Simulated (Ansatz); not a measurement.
**BN: equation of state with PBEsol**

Crystal: BN.

```
N B
1.0
     2.49824    0.00000    0.00000
    -1.24912    2.16354    0.00000
     0.00000    0.00000    6.63570
N B
2 2
Direct
  0.66667 0.33333 0.25000
  0.33333 0.66667 0.75000
  0.66667 0.33333 0.75000
  0.33333 0.66667 0.25000
```

| Item | Value |
| --- | --- |
| Program | Ansatz 0.2.0 |
| Task | equation of state |
| Functional | PBEsol |
| Potentials or basis | all-electron LAPW, scalar-relativistic |
| Basis error allowed | 0.001 eV/atom |
| k mesh | 12 × 12 × 4 |
| Occupations | fermi-dirac, width 0.05 eV |
| Spin | no spin polarisation |

```
Equilibrium volume                        : 9.04 Å³/atom
Bulk modulus at fixed shape and positions : 242 GPa
Pressure derivative of the bulk modulus   : 3.6
```

Energy against volume, from the lowest point:
```tsv
volume (Å³/atom)	energy (meV/atom)
8.429	34.78
8.608	16.66
8.787	5.27
8.967	0.00
9.146	0.33
9.325	5.77
9.505	15.89
```

All runs of the series together: 36 s on 2 threads of Intel(R) Xeon(R) 6975P-C (Granite Rapids) (shared host).

Caveat: the cell was scaled at fixed shape and fractional positions, which overstates the stiffness of a crystal with free parameters, most of all of layers and chains; this functional lacks dispersion, which binds the layers, so the pressure and a relaxed spacing across them are unreliable.
